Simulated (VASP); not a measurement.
Here is a VASP 6.6.1 calculation.

Contents of INCAR:

```
SYSTEM = AlN
  PREC = Accurate
  ENCUT = 600
  EDIFF = 1E-6
  ISMEAR = 0
  SIGMA = 0.02
  LREAL = .FALSE.
  LASPH = .TRUE.
  NELM = 100
  ALGO = Fast
  ISIF = 3
  LWAVE = .FALSE.
  LCHARG = .FALSE.
  GGA = PE
  IBRION = 2
  NSW = 100
  EDIFFG = -0.005
```

Contents of KPOINTS:

```
regular mesh
0
G
  9 9 6
  0 0 0
```

The input POSCAR:

```
AlN
1.0
    3.1110021516      0.0000000000      0.0000000000
   -1.5555010758      2.6942068945      0.0000000000
    0.0000000000      0.0000000000      4.9780000000
Al N
2 2
Direct
    0.3333333333      0.6666666667      0.0000000000
    0.6666666667      0.3333333333      0.5000000000
    0.3333333333      0.6666666667      0.3850000000
    0.6666666667      0.3333333333      0.8850000000
```

Potentials or basis: VASP PAW PBE potentials, release 64 (Al, N).

Launch:

```bash
$ cat potpaw_PBE.64/Al/POTCAR potpaw_PBE.64/N/POTCAR > POTCAR
$ mpirun -np 1 vasp_std > vasp.out
```

Estimate the space group after relaxing (to 0.05 Å).

P6_3mc (No. 186).

What does it give for the relaxed volume?

10.62 Å³/atom.

Final structure:
```
CELL_PARAMETERS angstrom
3.12816 0.00000 0.00000
-1.56408 2.70906 0.00000
0.00000 0.00000 5.01469
ATOMIC_POSITIONS crystal
Al 0.33333 0.66667 0.00173
Al 0.66667 0.33333 0.50173
N 0.33333 0.66667 0.38327
N 0.66667 0.33333 0.88327
```

 Zero-point motion and thermal expansion aren't in these numbers.
